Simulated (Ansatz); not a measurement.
Crystal: Zn.

```xyz
1
Lattice="-1.5936 1.7766 1.7460 1.5039 -1.5066 1.3864 1.5441 1.4572 -1.4760" Properties=species:S:1:pos:R:3 pbc="T T T"
Zn    0.0000    0.0000    0.0000
```

The cell isn't the ideal one: cell sheared at random, sigma 0.06, atoms nudged by 0.01 Å.

* Program: Ansatz 0.2.0
* Task: relaxation of cell and atoms
* Functional: PBEsol
* Potentials or basis: Ansatz PAW
* Cutoff: 420 eV (not typed: the program's choice for these potentials)
* k mesh: 11 × 12 × 12
* Occupations: fermi-dirac, width 0.05 eV
* Spin: no spin polarisation

At the start: volume 15.31 Å³/atom.

**Question.** How do energy, volume and symmetry change on relaxing?

**Answer.** It ends after 13 steps and the volume is 14.59 Å³/atom (-4.7 %); space group C2/m (No. 12, to 0.05 Å).

The path:
```csv
step,energy change (eV),largest force (eV/Å),volume (Å³)
1,0.0000,0.0000,15.31
2,-0.0264,0.0000,14.67
3,-0.0508,0.0000,14.30
4,-0.0725,0.0000,14.20
5,-0.0872,0.0000,14.31
6,-0.0922,0.0000,14.66
7,-0.0926,0.0000,14.65
8,-0.0928,0.0000,14.57
9,-0.0928,0.0000,14.57
10,-0.0936,0.0000,14.57
11,-0.0936,0.0000,14.58
12,-0.0936,0.0000,14.59
13,-0.0936,0.0000,14.59
```

Final structure:
```xyz
1
Lattice="-1.2760 1.8377 1.7176 1.2780 -1.6761 1.5509 1.2781 1.6612 -1.5706" Properties=species:S:1:pos:R:3 pbc="T T T"
Zn    0.0000    0.0000    0.0000
```

Caveat: the plane-wave basis is chosen anew once the cell has moved, so the energies of steps on either side of that aren't comparable; the PAW data sets come from PBE, with cores solved anew for the run's functional, which leaves a small shift of forces and pressure.
